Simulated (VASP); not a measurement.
Here is a VASP 6.6.1 calculation.

Contents of INCAR:

```
PREC     = Accurate       # precision mode
ENCUT    = 520            # plane-wave cutoff, eV
EDIFF    = 1E-6           # SCF threshold, eV
ISMEAR   = -1             # smearing method
SIGMA    = 0.1            # smearing width, eV
LREAL    = F              # projectors in reciprocal space
LASPH    = T              # aspherical terms in the spheres
NELM     = 60             # most SCF steps
ALGO     = Normal         # electronic algorithm
ISIF     = 2              # what is computed and relaxed
LWAVE    = F              # write WAVECAR
LCHARG   = F              # write CHGCAR
GGA      = RE             # functional
NBANDS   = 17             # bands
```

KPOINTS

```
regular mesh
0
Gamma
  10 10 6
```

File POSCAR:

```
Ca
1.0
    3.7959569757      0.0000000000      0.0000000000
   -1.8979784879      3.2873951727      0.0000000000
    0.0000000000      0.0000000000      6.2331256075
Ca
2
Direct
    0.3333333333      0.6666666667      0.2500000000
    0.6666666667      0.3333333333      0.7500000000
```

Potentials or basis: VASP PAW PBE potentials, release 64 (Ca_sv).

The run is started by

```bash
$ cat potpaw_PBE.64/Ca_sv/POTCAR > POTCAR
$ mpirun -np 1 vasp_std > vasp.out
```

(1) Predict the pressure.

(2) Estimate the band gap on the k mesh.

Results:

(1) 2.6 GPa.

(2) none (metal or under the smearing width).

Caveat: the PAW data sets were made with another functional, which shifts forces and pressure a little.
